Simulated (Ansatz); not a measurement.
NaI (zincblende), relaxed with r2SCAN in Ansatz 0.2.0. Space group F-43m (No. 216), cubic; conventional cell a = 7.086 Å, 44.48 Å³ an atom. Around Na lie 4 I at 3.07 Å; around I lie 4 Na at 3.07 Å.

The axes x, y and z are those of this cell:
```yaml
crystal:
  lattice:
    - [0.00000, 3.54319, 3.54319]
    - [3.54319, 0.00000, 3.54319]
    - [3.54319, 3.54319, 0.00000]
  atoms:
    - { symbol: Na, position: [0.00000, 0.00000, 0.00000] }
    - { symbol: I, position: [0.25000, 0.25000, 0.25000] }
```

Unstrained: With PBE the gap is 3.825 eV and direct, at Γ. With r2SCAN the gap is 4.419 eV and direct, at Γ. With HSE06 the gap is 4.812 eV and direct, at Γ. Meshes: PBE 6×6×6, r2SCAN 6×6×6, HSE06 4×4×4. Strains are changes of length per length, and xy shears are angles. After each strain the atoms were relaxed again with r2SCAN in this cell and within any symmetry left, so distortions that break it or need a larger cell weren't tested; points keep the names that they have in the unstrained zone. These are computed values for a spin-unpolarised cell that may be hypothetical; none is a measurement.

**Question.** Estimate what uniaxial -1.5 % along z, other directions held does to the gap.

**Answer.** PBE: the gap goes from 3.825 to 3.839 eV (+0.014 eV); with r2SCAN the top three valence levels at Γ, degenerate before, become 1+2 from the top over 17 meV. r2SCAN: the gap goes from 4.419 to 4.434 eV (+0.015 eV). HSE06: the gap goes from 4.812 to 4.828 eV (+0.016 eV). The r2SCAN energy rises by 0.4 meV an atom.

**Question.** Apply xy shear, engineering strain (angle) +1.5 %. How far does the gap move, against the unstrained cell?

**Answer.** PBE: the gap goes from 3.825 to 3.803 eV (-0.022 eV); with r2SCAN the top three valence levels at Γ, degenerate before, become 1+1+1 from the top over 44 meV. r2SCAN: the gap goes from 4.419 to 4.396 eV (-0.023 eV). HSE06: the gap goes from 4.812 to 4.789 eV (-0.023 eV). The r2SCAN energy rises by 0.1 meV an atom.

**Question.** Estimate what uniaxial +1.5 % along x, other directions held does to the gap.

**Answer.** PBE: the gap goes from 3.825 to 3.794 eV (-0.031 eV); with r2SCAN the top three valence levels at Γ, degenerate before, become 2+1 from the top over 18 meV. r2SCAN: the gap goes from 4.419 to 4.387 eV (-0.032 eV). HSE06: the gap goes from 4.812 to 4.779 eV (-0.033 eV). The r2SCAN energy rises by 0.4 meV an atom.

**Question.** Apply isotropic +2.5 % on every length. How far does the gap move, against the unstrained cell?

**Answer.** PBE: the gap goes from 3.825 to 3.703 eV (-0.122 eV). r2SCAN: the gap goes from 4.419 to 4.297 eV (-0.122 eV). HSE06: the gap goes from 4.812 to 4.681 eV (-0.131 eV). The r2SCAN energy rises by 8.1 meV an atom.

**Question.** One strain changed the r2SCAN stress by xx +1.32, yy +1.32, zz +1.32 GPa (compression positive) and the gap by +0.160 eV (PBE), +0.166 eV (r2SCAN), +0.172 eV (HSE06). Which kind of strain was it, and roughly how large?

**Answer.** Isotropic -3.0 % on every length. The pattern of the stress gives the kind; the size needs the stiffness, so it is an estimate.

No spin-orbit coupling is included; it can move band edges with weight on the heavy atoms by tenths of an eV.

The meshes of the hybrids are coarse, so their gaps aren't converged to the digits shown.

The splittings at Γ are without spin-orbit coupling, which is tenths of an eV in such compounds, regroups them and changes the shifts of the gap.
